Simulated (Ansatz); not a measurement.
Set up this calculation in Ansatz 0.2.0, as the native input.

| Item | Value |
| --- | --- |
| Task | band structure |
| Functional | PBEsol |
| Potentials or basis | Ansatz PAW |
| Cutoff | 420 eV (not typed: the program's choice for these potentials) |
| k mesh | 9 × 9 × 9 |
| Occupations | fermi-dirac, width 0.05 eV |
| Spin | no spin polarisation |
| Path | [["G", "X", "W", "K", "G", "L", "U", "W", "L", "K"], ["U", "X"]] |
| Points for each segment of the path | 14 |

The system is ZrO2.

```
CELL_PARAMETERS angstrom
0.00000 2.54507 2.54507
2.54507 0.00000 2.54507
2.54507 2.54507 0.00000
ATOMIC_POSITIONS crystal
Zr 0.00000 0.00000 0.00000
O 0.75000 0.75000 0.75000
O 0.25000 0.25000 0.25000
```

Measurements of this composition are mostly on another form, of space group No. 14.

These files were run (other wordings do the same):

input.yaml

```yaml
crystal:
  lattice:
    - [0.0, 2.5450727058, 2.5450727058]
    - [2.5450727058, 0.0, 2.5450727058]
    - [2.5450727058, 2.5450727058, 0.0]
  atoms:
    - { symbol: Zr, position: [0.0, 0.0, 0.0] }
    - { symbol: O, position: [0.75, 0.75, 0.75] }
    - { symbol: O, position: [0.25, 0.25, 0.25] }
hamiltonian:
  xc: pbesol
  pseudopotentials: { kind: paw }
kpoints:
  mp_grid: { grid: [9, 9, 9] }
  band_path:
    path:
      - [[0.0, 0.0, 0.0], [0.5, 0.0, 0.5], [0.5, 0.25, 0.75], [0.375, 0.375, 0.75], [0.0, 0.0, 0.0], [0.5, 0.5, 0.5], [0.625, 0.25, 0.625], [0.5, 0.25, 0.75], [0.5, 0.5, 0.5], [0.375, 0.375, 0.75]]
      - [[0.625, 0.25, 0.625], [0.5, 0.0, 0.5]]
    npoints: 14
scf:
  occupations: { method: fermi_dirac, width: 0.05 }
  n_extra_bands: 7
output:
  forces: true
  stress: true
  eigenvalues: true
  fatbands: false
```

Potentials or basis: Ansatz PAW.

Launch:

```sh
$ ansatz run input.yaml --threads 2 --pin off --max-ram 5632MiB --backend cpu --events-out ev --progress --plain --runs-dir out
```

Results of the run:

```yaml
Pressure: -3.8 GPa
Band_gap_on_the_k_mesh: 3.34 eV, indirect (least direct gap 3.83 eV)
Band_gap_along_the_path: 3.29 eV, indirect (least direct gap 3.71 eV)
```

Caveat: the k mesh misses the band edges, so the gap on the mesh is wider than the one along the path; the pressure holds a Pulay correction of +0.7 GPa for the finite cutoff; the PAW data sets come from PBE, with cores solved anew for the run's functional, which leaves a small shift of forces and pressure.

Wall time 1.4 s on 2 threads of Intel(R) Xeon(R) 6975P-C (Granite Rapids), with other jobs on the host, peak memory 0.34 GiB.
